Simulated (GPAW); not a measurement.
# ZnS (Wurtzite-2H) (P6_3mc) in GPAW: single point with PBE

Aim: the single point of ZnS (Wurtzite-2H) with PBE.

Everything below comes from runs of GPAW 26.7.0. Logs are shortened: lines on timing, memory, paths and dates and some standing lists are left out, and cuts for length are marked. The log counts tension as positive stress, the text compression.

**The experiment to reproduce.**

From a printed reference work, monograph, for a bulk crystal of ZnS at 4 K: band gap 3.911 eV (direct).

The results are compared with them further down.

**1. The crystal as given**

The structure is hexagonal, space group P6_3mc (No. 186). The conventional cell has a = 3.811 Å, b = 3.811 Å, c = 6.234 Å, α = 90.00°, β = 90.00°, γ = 120.00°. Zn (site symmetry 3m) has 4 S at 2.31 to 2.40 Å as nearest neighbours. S (site symmetry 3m) is surrounded by 4 Zn at 2.31 to 2.40 Å.

**2. Single point, PBE**

run.py

```python
from ase import Atoms
from ase.dft.bandgap import bandgap
from ase.io import write
from ase.units import GPa
from gpaw import GPAW, PW

atoms = Atoms(['Zn', 'Zn', 'S', 'S'],
              cell=[[3.811, 0.0, 0.0],
                    [-1.9055, 3.3004228138, 0.0],
                    [0.0, 0.0, 6.234]],
              scaled_positions=[[0.6666666667, 0.3333333333, 0.5],
                                [0.3333333333, 0.6666666667, 0.0],
                                [0.6666666667, 0.3333333333, 0.885],
                                [0.3333333333, 0.6666666667, 0.385]],
              pbc=True)

calc = GPAW(mode=PW(450),
            xc='PBE',
            kpts={'size': (7, 7, 4), 'gamma': True},
            occupations={'name': 'fermi-dirac', 'width': 0.05},
            nbands=31,
            maxiter=120,
            txt='gpaw.txt')
atoms.calc = calc
energy = atoms.get_potential_energy()
forces = atoms.get_forces()
stress = atoms.get_stress()
calc.write('gs.gpw')
write('result.traj', atoms)
print(f'Energy: {energy:.6f} eV')
print('Forces (eV/A):')
print(forces.round(4))
print('Stress (GPa):', (stress / GPa).round(3))
print('Fermi level:', round(calc.get_fermi_level(), 4), 'eV')
print(f'Gap: {bandgap(calc)[0]:.4f} eV, direct: {bandgap(calc, direct=True)[0]:.4f} eV')
```

Potentials or basis: GPAW PAW data sets (gpaw-data 1.2.1), pw.

The run is started by

```console
$ OMP_NUM_THREADS=1 python run.py
```

gpaw.txt:

```text
__  _  _
 | _ |_)|_||  |
 |__||  | ||/\| - 26.7.0

Input parameters:
  mode=PW(ecut=450.00000000000006),
  kpts=MonkhorstPack(size=(7, 7, 4), gamma=True),
  maxiter=120,
  nbands=31,
  occupations=Occupations(name='fermi-dirac', width=0.05),
  xc=XC(name='PBE')

Diagonalizing LCAO Hamiltonian
Converting LCAO to pw mode

            S

            Zn
        S

        Zn

Atoms  # Å, Bohr magnetons
|   | symbol |         x |        y |        z |    initial magnetic moments |
|---|--------|-----------|----------|----------|-----------------------------|
| 0 |     Zn |  1.905500 | 1.100141 | 3.117000 | ( 0.0000,  0.0000,  0.0000) |
| 1 |     Zn | -0.000000 | 2.200282 | 0.000000 | ( 0.0000,  0.0000,  0.0000) |
| 2 |      S |  1.905500 | 1.100141 | 5.517090 | ( 0.0000,  0.0000,  0.0000) |
| 3 |      S | -0.000000 | 2.200282 | 2.400090 | ( 0.0000,  0.0000,  0.0000) |

Unit cell  # Å
| periodic |         x |        y |        z |  lengths |     angles |
|----------|-----------|----------|----------|----------|------------|
|      yes |  3.811000 | 0.000000 | 0.000000 | 3.811000 |  90.000000 |
|      yes | -1.905500 | 3.300423 | 0.000000 | 3.811000 |  90.000000 |
|      yes |  0.000000 | 0.000000 | 6.234000 | 6.234000 | 120.000000 |

Number of symmetries: 6
Symmetry operations  # r_c * U_cc + t_c -> r_c
|   | kind |            matrix            |
|---|------|------------------------------|
| 0 |  σ   |  1, 1, 0,  0,-1, 0,  0, 0, 1 |
| 1 |  E   |  1, 0, 0,  0, 1, 0,  0, 0, 1 |
| 2 |  C3  |  0, 1, 0, -1,-1, 0,  0, 0, 1 |
| 3 |  σ   |  0,-1, 0, -1, 0, 0,  0, 0, 1 |
| 4 |  σ   | -1, 0, 0,  1, 1, 0,  0, 0, 1 |
| 5 |  C3  | -1,-1, 0,  1, 0, 0,  0, 0, 1 |

BZ-sampling:
  Number of BZ points: 196
  Number of IBZ points: 28

  Monkhorst-Pack size: [7, 7, 4]
  Monkhorst-Pack shift: [0.0, 0.0, 0.125]

K-points  # in reciprocal-cell coordinates
|     |                                coordinates |     weight |
|-----|--------------------------------------------|------------|
|   0 | (  0.00000000,   0.00000000,   0.00000000) | 0.00510204 |
|   1 | (  0.00000000,   0.00000000,   0.25000000) | 0.01020408 |
|   2 | (  0.00000000,   0.00000000,   0.50000000) | 0.00510204 |
|   3 | (  0.14285714,   0.00000000,  -0.25000000) | 0.03061224 |
|   4 | (  0.14285714,   0.00000000,   0.00000000) | 0.03061224 |
|   5 | (  0.14285714,   0.00000000,   0.25000000) | 0.03061224 |
|   6 | (  0.14285714,   0.00000000,   0.50000000) | 0.03061224 |
|   7 | (  0.28571429,  -0.14285714,   0.00000000) | 0.03061224 |
|   8 | (  0.28571429,  -0.14285714,   0.25000000) | 0.06122449 |
|   9 | (  0.28571429,  -0.14285714,   0.50000000) | 0.03061224 |
| ... |                                            |            |
|  27 | (  0.42857143,   0.42857143,   0.50000000) | 0.03061224 |

Plane wave coefficients: 1737
Cutoff: 450.00000000000006 eV

Spin-components: 1 (collinear spins)
Bands:           31
Projectors:      22
Spin-degeneracy: 2
Datatype:        complex128

Parallelization:
  kpt:    1
  domain: 1
  band:   1

Density:
  Valence electrons: 36.0
  Components: 1
  Grid points: [20 20 32]
  Charge: 0.0  # |e|

Potential:
  Grid points: [20 20 32]

species:
  Zn:
    name:    Zinc
    Z:       30.0
    valence: 12
    core:    18
    charge:  0.0  # [|e|]
    compensation charges:
      type: gauss
      rc: 0.37  # [Å]
      lmax: 2
    cutoffs:
      filter: 2.14  # [Å]
      core: 2.28  # [Å]
    projectors
    | kind |    occ | energy [eV] | rcut [Å] |
    |------|--------|-------------|----------|
    |   4s |  2.000 |      -5.977 |    1.286 |
    |   4p |  0.000 |      -1.117 |    1.270 |
    |   3d | 10.000 |     -10.142 |    1.180 |
    |    s |        |      21.234 |    1.286 |
    |    p |        |      26.095 |    1.270 |
    |    d |        |      17.070 |    1.180 |

    Using partial waves for Zn as LCAO basis

  S:
    name:    Sulfur
    Z:       16.0
    valence: 6
    core:    10
    charge:  0.0  # [|e|]
    compensation charges:
      type: gauss
      rc: 0.24  # [Å]
      lmax: 2
    cutoffs:
      filter: 1.77  # [Å]
      core: 1.66  # [Å]
    projectors
    | kind |    occ | energy [eV] | rcut [Å] |
    |------|--------|-------------|----------|
    |   3s |  2.000 |     -17.254 |    0.974 |
    |   3p |  4.000 |      -7.008 |    0.979 |
    |    s |        |       9.957 |    0.974 |
    |    p |        |      20.203 |    0.979 |
    |    d |        |       0.000 |    0.900 |

    Using partial waves for S as LCAO basis

Reference energy: -119437.893101  # eV

eigensolver:
  PPCG
  Converge bands: occupied
  niter=2

density mixing:
  MSR1-Mixer
  Pratt-step length: 0.05
  Maximum mixing coefficient: 0.75
  Old densities: 10
  SVD Regularization: 0.005
  Good broyden scale: 1.0
  Trust region scale: 1.0
  Backstep threshold: 4.0
  History deletion threshold: 6.0
  Fourier metric: weight=20.0, sigma=0.015

occupation numbers:
  Fermi-Dirac:
    width: 0.0500  # eV

poisson solver:
  ecut: 3600.0000000000005  # eV

xc functional:
  name: PBE with 2 nearest neighbor stencil

convergence criteria:
- Maximum [total energy] change in last 3 cyles: 0.0005 eV / valence electron
- Maximum integral of absolute [dens]ity change: 0.0001 electrons / valence electron
- Maximum integral of absolute [eigenst]ate change: 4e-08 eV^2 / valence electron
maximum number of iterations: 120

SCF iterations
|iter     | |      energy | eigst |  dens |
|---------|-|-------------|-------|-------|
|iter:   1| |  -14.502535 | -0.02 |       |
|iter:   2| |  -14.335601 | -1.61 | -1.18 |
|iter:   3| |  -13.762285 | -1.39 | -1.23 |
|iter:   4| |  -13.762660 | -2.57 | -1.79 |
|iter:   5| |  -13.765573c| -3.74 | -2.23 |
|iter:   6| |  -13.765454c| -4.24 | -2.99 |
|iter:   7| |  -13.765501c| -5.13 | -3.51 |
|iter:   8| |  -13.765514c| -6.23 | -3.85 |
|iter:   9| |  -13.765514c| -7.67c| -4.64c|

Converged in 9 steps
Energy contributions relative to reference atoms: (reference = -119437.893101)

Energy contributions:
  Kinetic:          23.511028
  Coulomb:         -19.746815
  Zero:              0.031072
  External:          0.000000
  Xc:              -17.560798
  Entropy:          -0.000000
  Spinorbit:         0.000000
  ----------------------------
  Free energy:     -13.765514
  Extrapolated:    -13.765514

dipole moment: (-0.000005, 0.000004, -7.453781)  # |e|*Ang

Fermi level: 4.766
Eigenvalues  # (at kpt = [0.000, 0.000, 0.000])
| band index |      eig [eV] | occ [0-2] |
|------------|---------------|-----------|
|          0 |        -9.372 |     2.000 |
|        ... |               |           |
|         10 |        -1.968 |     2.000 |
|         11 |        -1.810 |     2.000 |
|         12 |        -1.339 |     2.000 |
|         13 |         2.963 |     2.000 |
|         14 |         2.963 |     2.000 |
|         15 |         3.808 |     2.000 |
|         16 |         3.808 |     2.000 |
|         17 |         3.819 |     2.000 |
|         18 |         6.063 |     0.000 |
|         19 |         6.811 |     0.000 |
|         20 |        10.096 |     0.000 |
|         21 |        10.096 |     0.000 |
|         22 |        10.401 |     0.000 |
|         23 |        11.402 |     0.000 |
|         24 |        11.402 |     0.000 |
|         25 |        13.117 |     0.000 |
|        ... |               |           |
|         30 |        16.152 |     0.000 |

Gap: 2.244 eV
Transition (v -> c):
  (s=0, k=0, n=17, [0.00, 0.00, 0.00]) -> (s=0, k=0, n=18, [0.00, 0.00, 0.00])
No difference between direct/indirect transitions

Forces  # eV/Ang
|        x |       y |        z |
|----------|---------|----------|
|  0.00000 | 0.00000 |  0.32793 |  # Zn   0
|  0.00000 | 0.00000 |  0.32763 |  # Zn   1
| -0.00000 | 0.00000 | -0.32826 |  # S    2
|  0.00000 | 0.00000 | -0.32747 |  # S    3

Stress tensor  # eV/Ang^3
|         x |         y |         z |
|-----------|-----------|-----------|
| -0.016491 |  0.000000 |  0.000000 |
|  0.000000 | -0.016491 | -0.000000 |
|  0.000000 | -0.000000 | -0.003225 |

# Writing to gs.gpw (mode='')
```

Wall time 14 s (1 thread of Intel Xeon 6975P-C (Granite Rapids), shared host); peak memory 0.17 GiB.

What came out:

```yaml
Free_energy: -13.7655 eV
Pressure: 1.9 GPa
Largest_force: 0.328 eV/Å
Band_gap_on_the_k_mesh: 2.24 eV, direct
```

Forces in eV/Å, atoms in the order of the input:
```
Zn   0.000  0.000  0.328
Zn   0.000  0.000  0.328
S    0.000  0.000 -0.328
S    0.000  0.000 -0.327
```

Levels at points of the mesh, in eV from the valence-band top:
```tsv
k point	band 14	band 15	band 16	band 17	band 18	band 19	band 20	band 21	band 22	band 23
(0.00, 0.00, 0.00)	-0.86	-0.86	-0.01	-0.01	0.00	2.24	2.99	6.28	6.28	6.58
(0.00, 0.00, 0.50)	-2.76	-0.45	-0.45	-0.45	-0.45	3.51	3.51	6.70	6.70	6.70
```

Caveat: the cutoff is short for stress and forces, so pressures can be off by a GPa or more.

**3. How close it comes**

Step 2. Against the measured gap of ZnS, 3.911 eV (direct; 4 K; a printed reference work, monograph), the calculated 2.24 eV is off by -1.67 eV. The value is that of PBE, without temperature or zero-point motion. Semilocal functionals fall short of measured gaps as a rule.
